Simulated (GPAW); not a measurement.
Runs of GPAW 26.7.0 on Cl. The structure is orthorhombic, space group Cmce (No. 64). The conventional cell has a = 6.290 Å, b = 4.500 Å, c = 8.210 Å, α = 90.00°, β = 90.00°, γ = 90.00°. Around Cl (site symmetry m) lie 1 Cl at 2.02 Å. 

```csv
task,level,potentials or basis,k mesh,cutoff (eV),smearing,response ecut,maxiter,response k mesh,response bands,kernels,gap on the mesh (eV),pressure (GPa),largest force (eV/Å)
dielectric tensor,PBE,"GPAW PAW data sets (gpaw-data 1.2.1), pw",6 × 6 × 3,500,fermi-dirac 0.001 eV,80 eV,150,8 × 8 × 4,54,["RPA"],2.49,-,-
band structure,RPBE,"the program's PAW data sets (release 1.2.1) made for this functional, pw",5 × 5 × 3,600,fermi-dirac 0.05 eV,-,150,-,-,-,(b),2.4,0.14
dielectric tensor,PBEsol,"PAW data sets generated in the run's folder for this functional, pw",6 × 6 × 3,500,fermi-dirac 0.001 eV,80 eV,150,8 × 8 × 4,54,["RPA"],2.43,-,-
single point,LDA,"the program's PAW data sets (release 1.2.1) made for this functional, pw",6 × 6 × 3,450,fermi-dirac 0.05 eV,-,120,-,-,-,2.33,-2.6,0.14
band structure,LDA,"the program's PAW data sets (release 1.2.1) made for this functional, pw",5 × 5 × 3,600,fermi-dirac 0.05 eV,-,150,-,-,-,2.33,-2.4,0.14
band structure,revPBE,"the program's PAW data sets (release 1.2.1) made for this functional, pw",5 × 5 × 3,600,fermi-dirac 0.05 eV,-,150,-,-,-,2.56,(c),0.13
band structure,AM05,"PAW data sets generated in the run's folder for this functional, pw",5 × 5 × 3,600,fermi-dirac 0.05 eV,-,150,-,-,-,2.46,(a),0.23
dielectric tensor,LDA,"the program's PAW data sets (release 1.2.1) made for this functional, pw",6 × 6 × 3,500,fermi-dirac 0.001 eV,80 eV,150,8 × 8 × 4,54,["RPA"],2.33,-,-
band structure,vdW-DF-cx,"GPAW PAW data sets (gpaw-data 1.2.1), pw",5 × 5 × 3,600,fermi-dirac 0.05 eV,-,150,-,-,-,2.50,-,0.21
band structure,BLYP,"PAW data sets generated in the run's folder for this functional, pw",5 × 5 × 3,600,fermi-dirac 0.05 eV,-,150,-,-,-,2.48,2.4,0.63
dielectric tensor,LDA,"the program's PAW data sets (release 1.2.1) made for this functional, pw",6 × 6 × 3,450,fermi-dirac 0.001 eV,80 eV,150,11 × 11 × 5,54,"["RPA", "LR0.2", "ALDA"]",2.33,-,-
```

Alike in all rows: no spin polarisation; cell as given.

Problem. Estimate the missing entries.

Solution. (a) -0.1; (b) 2.58; (c) 2.0.

Caveats: the long-wavelength limit can be off by a per cent or two (some runs); an odd mesh through Γ misses points on the zone boundary, where band edges often lie (some runs); the cutoff is short for stress and forces, so pressures can be off by a GPa or more (some runs); the PAW data sets were made with another functional, which shifts forces and pressure a little (some runs).
